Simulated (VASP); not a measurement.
**NaF (distorted CsCl), LDA single-point calculation: Ansatz's output and VASP's**

```
Na F
1.0
     2.72580   -0.04030    0.00750
    -0.04030    2.73020    0.00660
     0.00750    0.00660    2.81650
Na F
1 1
Direct
  0.01060 0.99850 0.03970
  0.51000 0.48980 0.45820
```

Ansatz printed

```
SCF 1 converged in 6 iterations: F = -2262.780230 eV  dr2 = 4.59e-9
  greatest PAW one-centre occupation: 0.999 electrons in one spin orbital (limit 2), on the Na atom at site 0 (counted from 0), in its partial waves of l = 0
SCF converged after 6 iterations
Free energy (F): -2262.780230 eV
Harris-Foulkes:  -2262.780230 eV  (|F-HF|=4.23e-9)
Internal energy: -2262.780230 eV  (E = F + TS)
E sigma→0 (E₀):  -2262.780230 eV
Fermi energy:    5.892309 eV
--- Per-component energies (eV) ---
  E_band       = -213.823352
  E_kinetic    = 328.114927
  E_local      = -1549.562231  (includes V_loc(G=0)·N_el)
  E_nonlocal   = 192.582779
  E_hartree    = 537.365109
  E_xc         = -117.560503
  E_vxc        = -152.469931  (∫ρ·V_xc dr)
  E_paw        = -432.151949  (= ΣΔE_a)
  E_vpaw       = -107.219040  (= ΣTr[D̂ρ^β])
  E_aug_tail   = 0.001896  (compensation charges beyond the density's cutoff)
  E_ewald      = -1221.824401
  E_core_change = 0.254142  (= ΣΔE_core)
  E_smearing   = -0.000000  (= −TS)
  E_closure    = -0.000000  (closes the sum)
  Σ components = -2262.780230   (vs F -2262.780230, Δ=0.00e0)
--- Forces (eV/Å), atoms counted from 1 ---
  atom   1  Na     0.00195138    -0.03591930    -0.31586577
  atom   2  F     -0.00195430     0.03591983     0.31585475
  max |Σ_I F_I| component: 1.10e-5 eV/Å
--- Stress (GPa, compression-positive) ---
        2.683500       0.423716       0.020988
        0.423716       2.403588       0.335313
        0.020988       0.335313      -3.282688
  P = ⅓ Tr σ = 0.6015 GPa (6.015 kbar)
--- Band table (eV; the first three rows and the last of 260) ---
  k-point 0: bands = ["-44.5074", "-17.0856", "-16.8620", "-16.8593", "-16.5791", "2.3164", "2.5206", "2.5782", "8.8824", "18.3477", "18.6514", "26.2268"]
  k-point 1: bands = ["-44.5033", "-17.2612", "-16.8574", "-16.8551", "-16.3914", "1.8849", "2.5337", "2.5951", "9.4203", "18.1322", "18.9379", "26.7056"]
  k-point 2: bands = ["-44.4933", "-17.5220", "-16.8463", "-16.8448", "-16.0983", "1.0002", "2.5661", "2.6369", "10.7006", "17.3417", "19.7913", "26.8201"]
  k-point 259: bands = ["-44.4079", "-17.1250", "-17.1028", "-17.0555", "-15.8798", "0.9885", "1.0499", "1.1144", "16.7118", "17.1718", "17.3504", "22.0373"]
```

Datasets and cutoffs are each program's own. VASP's cell holds 14 valence electrons and Ansatz's 16. LDA means the Perdew–Zunger form with relativistic exchange in VASP and the Perdew–Wang form in Ansatz. Ansatz's stress includes a Pulay correction; VASP's doesn't.

Q: What does VASP give for the same cell and level of theory?

A: gap between bands v and c on the k mesh 5.98 eV; least direct gap on the k mesh 6.28 eV; pressure 0.6 GPa; largest force 0.33 eV/Å.

From OUTCAR

```
k-points           NKPTS =    260   k-points in BZ     NKDIM =    260   number of bands    NBANDS=     14

   NELECT =      14.0000    total number of electrons

   dimension x,y,z NGX =    20 NGY =   20 NGZ =   24
   dimension x,y,z NGXF=    40 NGYF=   40 NGZF=   48

  energy-cutoff  :      520.00
  volume of cell :       20.96
      direct lattice vectors                 reciprocal lattice vectors
     2.725800000 -0.040300000  0.007500000     0.366947613  0.005418842 -0.000989835
    -0.040300000  2.730200000  0.006600000     0.005418842  0.366355630 -0.000872923
     0.007500000  0.006600000  2.816500000    -0.000989835 -0.000872923  0.355055276

 k-points in reciprocal lattice and weights: KPOINTS created by Atomic Simulation Env
   0.00000000  0.00000000  0.00000000       0.002
   0.12500000 -0.00000000  0.00000000       0.004
   0.25000000 -0.00000000  0.00000000       0.004
   0.37500000  0.00000000  0.00000000       0.004
   0.50000000 -0.00000000  0.00000000       0.002
  -0.00000000  0.12500000  0.00000000       0.004
   0.12500000  0.12500000  0.00000000       0.004
   0.25000000  0.12500000  0.00000000       0.004
   ...

 E-fermi :  -0.3141

 k-point     1 :       0.0000    0.0000    0.0000
  band No.  band energies     occupation
      1     -20.7353      2.00000
      2     -20.5059      2.00000
      3     -20.5040      2.00000
      4     -20.2357      2.00000
      5      -1.3477      2.00000
      6      -1.1425      2.00000
      7      -1.0848      2.00000
      8       5.1978      0.00000
      9      14.6575      0.00000
     10      14.9607      0.00000
     11      22.5285      0.00000
     12      23.4666      0.00000
     13      23.8839      0.00000
     14      30.7896      0.00000

 k-point     2 :       0.1250   -0.0000    0.0000
  band No.  band energies     occupation
      1     -20.9079      2.00000
      2     -20.5337      2.00000
      3     -20.4996      2.00000
      4     -20.0153      2.00000
      5      -1.5925      2.00000
      6      -1.3148      2.00000
      7      -1.0996      2.00000
      8       5.7404      0.00000
      9      14.6526      0.00000
     10      15.0596      0.00000
     11      22.4463      0.00000
     12      23.5753      0.00000
     13      24.1609      0.00000
     14      29.1454      0.00000

 k-point     3 :       0.2500   -0.0000    0.0000
  band No.  band energies     occupation
      1     -21.1891      2.00000
      2     -20.5212      2.00000
      3     -20.4855      2.00000
      4     -19.6969      2.00000
      5      -2.5639      2.00000
      6      -1.2502      2.00000
      7      -1.0554      2.00000
      8       7.0272      0.00000
      9      13.8683      0.00000
     10      15.9028      0.00000
     11      22.2013      0.00000
     12      23.5441      0.00000
     13      25.4023      0.00000
     14      26.3298      0.00000

 k-point     4 :       0.3750    0.0000    0.0000
  band No.  band energies     occupation
      1     -21.3994      2.00000
      2     -20.5007      2.00000
      3     -20.4716      2.00000
      4     -19.4502      2.00000
      5      -3.3904      2.00000
      6      -1.1830      2.00000
      7      -1.0095      2.00000
      8       8.6409      0.00000
      9      12.4296      0.00000
     10      17.3216      0.00000
     11      21.4220      0.00000
     12      23.3397      0.00000
     13      23.6807      0.00000
     14      25.9215      0.00000

 k-point     5 :       0.5000   -0.0000    0.0000
  band No.  band energies     occupation
      1     -21.4764      2.00000
      2     -20.4917      2.00000
      3     -20.4659      2.00000
      4     -19.3564      2.00000
      5      -3.7050      2.00000
      6      -1.1548      2.00000
      7      -0.9903      2.00000
      8       9.9718      0.00000
      9      11.1200      0.00000
     10      18.7549      0.00000
     11      19.9863      0.00000
     12      22.8618      0.00000
     13      23.4383      0.00000
     14      25.5561      0.00000

 k-point     6 :      -0.0000    0.1250    0.0000
  band No.  band energies     occupation
      1     -20.9086      2.00000
      2     -20.5338      2.00000
      3     -20.4985      2.00000
      4     -20.0157      2.00000
      5      -1.6025      2.00000
      6      -1.3151      2.00000
      7      -1.0877      2.00000
      8       5.7399      0.00000
      9      14.6281      0.00000
     10      15.0827      0.00000
     11      22.4441      0.00000
     12      23.6214      0.00000
     13      24.1161      0.00000
     14      29.1384      0.00000

 ...

  Total        0.3494087      0.3133782     -0.4370140      0.0593267      0.0446807      0.0023603
  in kB       26.7144702     23.9597175    -33.4124407      4.5358927      3.4161210      0.1804608
  external PRESSURE =       5.7539157 kB  Pullay stress =       0.0000000 kB

 POSITION                                       TOTAL-FORCE (eV/Angst)
 -----------------------------------------------------------------------------------
     -0.01105      2.72594      0.11848         0.002068     -0.037486     -0.330355
      1.37386      1.31972      1.29758        -0.002068      0.037486      0.330355
 -----------------------------------------------------------------------------------
    total drift:                               -0.000246      0.000413     -0.000125

  FREE ENERGIE OF THE ION-ELECTRON SYSTEM (eV)
  ---------------------------------------------------
  free  energy   TOTEN  =        -9.0213769571 eV

  energy  without entropy=       -9.0213769571  energy(sigma->0) =       -9.02137696
```
